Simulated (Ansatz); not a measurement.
# RuS2 (CdI2 type): equation of state

An exercise on one series of results from a longer session: the logs are not shown, and one member is left open.

Program: Ansatz 0.2.0. Level of theory: DFT PBE, scalar-relativistic, plane waves, PAW. These are calculated values, not measurements.

4 further runs of the same task are left out: 4 that didn't finish. Runs told in other sessions of the task aren't counted.

## Starting point

The structure is trigonal, space group P-3m1 (No. 164). Conventional cell: a = 3.436 Å, b = 3.436 Å, c = 5.159 Å, α = 90.00°, β = 90.00°, γ = 120.00°. Ru (site symmetry -3m) is surrounded by 6 S at 2.38 Å. S (site symmetry 3m) is surrounded by 3 Ru at 2.38 Å.

Structure file:

```
CELL_PARAMETERS angstrom
3.43633 0.00000 0.00000
-1.71816 2.97595 0.00000
0.00000 0.00000 5.15935
ATOMIC_POSITIONS crystal
Ru 0.00000 0.00000 0.00000
S 0.33333 0.66667 0.25378
S 0.66667 0.33333 0.74622
```

An earlier run at PBE left this cell at 17.587 Å³/atom and 0.02 GPa (12×12×8 mesh).

Volume factors to run: 0.980, 1.020, 0.960, 1.040, 1.070, 1.100, 0.945.

The first run:

input.yaml reads:

```yaml
crystal:
  lattice:
    - [3.4132662512, 0.0, 0.0]
    - [-1.7066331256, 2.9559752834, 0.0]
    - [0.0, 0.0, 5.1247175192]
  atoms:
    - { symbol: Ru, position: [0.0, 0.0, 0.0], spin: 0.58 }
    - { symbol: S, position: [0.3333333333, 0.6666666667, 0.2537758778] }
    - { symbol: S, position: [0.6666666667, 0.3333333333, 0.7462241222] }
basis:
  ecutwfc: 420
  ecutrho_ratio: 4
kpoints:
  mp_grid: { grid: [12, 12, 8] }
hamiltonian:
  xc: pbe
scf:
  occupations: { method: gaussian, width: 0.05 }
output:
  forces: true
  stress: true
  eigenvalues: true
  populations: true
magnetization:
  spin_polarized: true
relax:
  f_tol: 0.01
  max_steps: 40
  cell: { stress_tol: 0.1, fix: [volume] }
```

Launch:

```sh
$ ansatz run input.yaml --threads 2 --pin off --max-ram 2662MiB --backend cpu --events-out ev --progress --plain --runs-dir out
```

Among the steps run: Volume × 0.980; Scaling the volume by 1.020; Scaling the volume by 0.960; Scaling the volume by 1.040; Volume × 1.070; Scaling the volume by 1.100; Scaling the volume by 0.945.

One table of the session follows, with a row left open; its other results are not shown here.

It belongs to the step «Energy and pressure against volume». 

```
volume (Å³/atom)  energy (meV/atom)  pressure (GPa)  moment of atom 1 (μB)
          16.620               7.11            2.54                   0.41
          16.884               3.60            1.72                   0.46
          17.235               0.86            0.78                   0.50
          17.587               0.00            0.02                   0.53
          17.939               0.64           -0.52                   0.56
          18.291               2.38           -0.99                   0.59
          18.818                  ?               ?                      ?
          19.346              10.34           -1.33                   0.68
```

Q: Estimate the row for volume (Å³/atom) = 18.818 from the others.

Worked estimate for «energy (meV/atom)». A straight line through the neighbours (18.291, 2.38) and (19.346, 10.34) gives 2.38 + (10.34 − 2.38) × (18.818 − 18.291) / (19.346 − 18.291) = 6.36; a parabola fitted to 3 rows on both sides gives 5.84.

As computed: energy (meV/atom): 6.18; pressure (GPa): -1.30; moment of atom 1 (μB): 0.62. In «energy (meV/atom)» the line misses by +0.18 and the parabola by -0.34.

To keep in mind: Warnings in the runs' records: stability check not made.
